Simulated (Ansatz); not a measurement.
BN, AlN, GaN: one prototype (wurtzite), with B, Al, Ga on the same site. Each was relaxed with r2SCAN in Ansatz, and the gaps are read on those cells (d direct, i indirect). Calculated for a static, non-magnetic cell.

| compound | a (Å) | c (Å) | gap, PBE (eV) | gap, r2SCAN (eV) | gap, HSE06 (eV) | mean ε∞, r2SCAN | G0W0@PBE gap (eV) |
| --- | --- | --- | --- | --- | --- | --- | --- |
| BN | 2.544 | 4.208 | 5.21 i (Γ → K) | 5.75 i (Γ → K) | 6.53 i (Γ → K) | 4.5 | 6.60 (70 empty bands, 120 eV, 6×6×4) |
| AlN | 3.107 | 4.979 | 4.23 d (Γ) | 4.88 d (Γ) | 5.60 d (Γ) | 4.2 | 5.95 (308 empty bands, 220 eV, 6×6×4) |

G0W0 gaps are PBE's gap plus the shift on the mesh. The G0W0 figures hold for the stated bands, cutoff and mesh and aren't extrapolated.

Question: Fill in the row for GaN.

Answer:

| compound | a (Å) | c (Å) | gap, PBE (eV) | gap, r2SCAN (eV) | gap, HSE06 (eV) | mean ε∞, r2SCAN | G0W0@PBE gap (eV) |
| --- | --- | --- | --- | --- | --- | --- | --- |
| GaN | 3.183 | 5.184 | 1.93 d (Γ) | 2.35 d (Γ) | 3.20 d (Γ) | 5.4 | 3.06 (337 empty bands, 220 eV, 6×6×4) |

Ga is surrounded by 4 N at 1.95 Å; N is surrounded by 4 Ga at 1.95 Å.

The meshes of the hybrids are coarse, so their gaps aren't converged to the digits shown.

With a shallow d shell on the cation, G0W0 converges slowly in bands and cutoff, so these values are in doubt.
